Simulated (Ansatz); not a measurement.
Geometry optimisation in Ansatz: input, command and trajectory.

```yaml
crystal:
  lattice:
    - [2.8015966411, 0.0, 0.0]
    - [-1.4007983205, 2.4262538623, 0.0]
    - [0.0, 0.0, 4.2194288935]
  atoms:
    - { symbol: Ru, position: [0.3333333333, 0.6666666667, 0.25] }
    - { symbol: Ru, position: [0.6666666667, 0.3333333333, 0.75] }
basis:
  ecutwfc: 420
kpoints:
  mp_grid: { grid: [24, 24, 12] }
hamiltonian:
  xc: pbe
scf:
  occupations: { method: gaussian, width: 0.1 }
output:
  forces: true
  stress: true
  eigenvalues: true
relax:
  adjacent_minimum: "off"
  f_tol: 0.008
  max_steps: 40
  cell: { stress_tol: 0.015, fix: [a, b, gamma] }
```

```bash
ansatz run input.yaml --threads 1 --pin off --max-ram 2560MiB --backend cpu --events-out ev --progress --plain --runs-dir out
```

Level of theory: Ansatz, DFT PBE, scalar-relativistic, plane waves, PAW.

Of 4 frames 3 are shown, positions in Å and forces in eV/Å; the SCF threshold varies from step to step. Steps run on the plane waves of an earlier cell, with a Pulay correction in the pressure. The basis is chosen afresh for the last frame, the zero of the energies, and at times for earlier ones too; energy and pressure step there, also at an unchanged geometry.

```xyz
2
Lattice="2.8016 0.0000 0.0000 -1.4008 2.4263 0.0000 0.0000 0.0000 4.2194" Properties=species:S:1:pos:R:3:forces:R:3 pbc="T T T" step=1 free_energy_over_end_meV_per_atom=0.03 pressure_GPa=-10.32
Ru    0.0000    1.6175    1.0549    0.0000    0.0000    0.0000
Ru    1.4008    0.8088    3.1646    0.0000    0.0000    0.0000
2
Lattice="2.8016 0.0000 0.0000 -1.4008 2.4263 0.0000 0.0000 0.0000 4.2274" Properties=species:S:1:pos:R:3:forces:R:3 pbc="T T T" step=2 free_energy_over_end_meV_per_atom=0.03 pressure_GPa=-10.88
Ru    0.0000    1.6175    1.0569    0.0000    0.0000    0.0000
Ru    1.4008    0.8088    3.1706    0.0000    0.0000    0.0000
2
Lattice="2.8016 0.0000 0.0000 -1.4008 2.4263 0.0000 0.0000 0.0000 4.2238" Properties=species:S:1:pos:R:3:forces:R:3 pbc="T T T" step=4 free_energy_over_end_meV_per_atom=0.00 pressure_GPa=-10.63
Ru    0.0000    1.6175    1.0559    0.0000    0.0000    0.0000
Ru    1.4008    0.8088    3.1678    0.0000    0.0000    0.0000
```

It took 44 s on 1 thread of Arm Neoverse V2, on a shared host, peak memory 0.47 GiB.